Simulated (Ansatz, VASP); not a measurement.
## Two plane-wave programs on Zn3H

```xyz
4
Lattice="0.0000 2.9966 2.9966 2.9966 0.0000 2.9966 2.9966 2.9966 0.0000" Properties=species:S:1:pos:R:3 pbc="T T T"
Zn    2.9966    2.9966    2.9966
Zn    1.4983    1.4983    1.4983
Zn    4.4949    4.4949    4.4949
H     0.0000    0.0000    0.0000
```

The cell was built by a generator and needn't be a form met in nature.

Alike in both runs: task band structure; functional LDA; k mesh 6 × 6 × 6; occupations fermi-dirac, width 0.05 eV; no spin polarisation.

```csv
,VASP,Ansatz
version,VASP 6.6.1,Ansatz 0.2.0
potentials or method,"VASP PAW LDA potentials, release 64 (Zn, H)",Ansatz PAW
plane-wave cutoff (eV),520,420
valence electrons in the cell,37,37
```

|  | VASP | Ansatz | Ansatz less VASP |
| --- | --- | --- | --- |
| gap on the k mesh at the Fermi level (eV) | none | none | - |
| pressure (GPa) | -7.0 | -7.4 | -0.32 |

A gap of «none» marks a metal or a gap that the smearing closes.

Caveats: the PAW data sets come from PBE, with cores solved anew for the run's functional, which leaves a small shift of forces and pressure (Ansatz).
